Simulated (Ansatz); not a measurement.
Wanted: the native input for an Ansatz 0.2.0 run.

```
Task                : single point
Functional          : PBE
Potentials or basis : all-electron LAPW, scalar-relativistic
Cutoff              : 223 eV (chosen from the basis error)
Basis error allowed : 0.002 eV/atom
k mesh              : 8 × 8 × 8
Occupations         : fermi-dirac, width 0.02 eV
Spin                : no spin polarisation
```

The system is Ag.

```
CELL_PARAMETERS angstrom
0.00000 2.04275 2.04275
2.04275 0.00000 2.04275
2.04275 2.04275 0.00000
ATOMIC_POSITIONS crystal
Ag 0.00000 0.00000 0.00000
```

The input as run:

input.yaml

```yaml
crystal:
  lattice:
    - [0.0, 2.04275, 2.04275]
    - [2.04275, 0.0, 2.04275]
    - [2.04275, 2.04275, 0.0]
  atoms:
    - { symbol: Ag, position: [0.0, 0.0, 0.0] }
kpoints:
  mp_grid: { grid: [8, 8, 8] }
scf:
  occupations: { method: fermi_dirac, width: 0.02 }
hamiltonian:
  xc: pbe
  pseudopotentials: { kind: all_electron, lapw: { basis_error: 0.002 } }
output:
  forces: true
  stress: true
  eigenvalues: true
```

Potentials or basis: all-electron LAPW, scalar-relativistic.

Run with:

```sh
$ ansatz run input.yaml --threads 1 --pin off --max-ram 2560MiB --backend cpu --events-out ev --progress --plain --runs-dir out
```

Results of the run:

| Property | Result |
| --- | --- |
| Pressure | 5.3 GPa |
| Band gap on the k mesh | none (metal or under the smearing width) |

Caveat: the k mesh is thin for a metal, which can move the energy by tens of meV per atom.

Run time: 2.3 s on 1 thread of Arm Neoverse V1, on a shared host, peak memory 0.2 GiB.
